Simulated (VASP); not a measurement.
A run of VASP 6.6.1:

File INCAR:

```
ALGO = Normal ; AMIX = 0.2
AMIX_MAG = 0.8 ; BMIX = 1E-4
BMIX_MAG = 1E-4 ; EDIFF = 1E-6
ENCUT = 600 ; GGA = PE
ISIF = 2 ; ISMEAR = 0
ISPIN = 2 ; KPAR = 4
LASPH = True ; LCHARG = False
LDAU = True ; LDAUJ = 0 0
LDAUL = 2 -1 ; LDAUPRINT = 1
LDAUTYPE = 2 ; LDAUU = 4 0
LMAXMIX = 4 ; LORBIT = 11
LREAL = False ; LWAVE = False
MAGMOM = 5 -5 5 -5 0 0 0 0 0 0 ; NELM = 150
PREC = Accurate ; SIGMA = 0.03
```

The input KPOINTS:

```
k-points
0
Gamma
  9 9 7
```

The input POSCAR:

```
Fe2O3
1.0
    2.5190000000      1.4543453300      4.5906666700
   -2.5190000000      1.4543453300      4.5906666700
    0.0000000000     -2.9086906600      4.5906666700
Fe O
4 6
Direct
    0.3553000000      0.3553000000      0.3553000000
    0.1447000000      0.1447000000      0.1447000000
    0.6447000000      0.6447000000      0.6447000000
    0.8553000000      0.8553000000      0.8553000000
    0.5559000000      0.9441000000      0.2500000000
    0.2500000000      0.5559000000      0.9441000000
    0.9441000000      0.2500000000      0.5559000000
    0.4441000000      0.0559000000      0.7500000000
    0.7500000000      0.4441000000      0.0559000000
    0.0559000000      0.7500000000      0.4441000000
```

Potentials or basis: VASP PAW PBE potentials, release 64 (Fe, O).

Launch:

```console
$ cat potpaw_PBE.64/Fe/POTCAR potpaw_PBE.64/O/POTCAR > POTCAR
$ mpirun -np 4 vasp_std > vasp.out
```

Hardware: 4 MPI ranks on Intel(R) Xeon(R) Platinum 8488C (Sapphire Rapids), with other jobs on the host.

Question: Estimate the wall time of this run.

Answer: Run time: 14 min on 4 MPI ranks on Intel(R) Xeon(R) Platinum 8488C (Sapphire Rapids), on a shared host, peak memory 1.2 GiB a rank. Counts: scf iterations 22, k points 160.
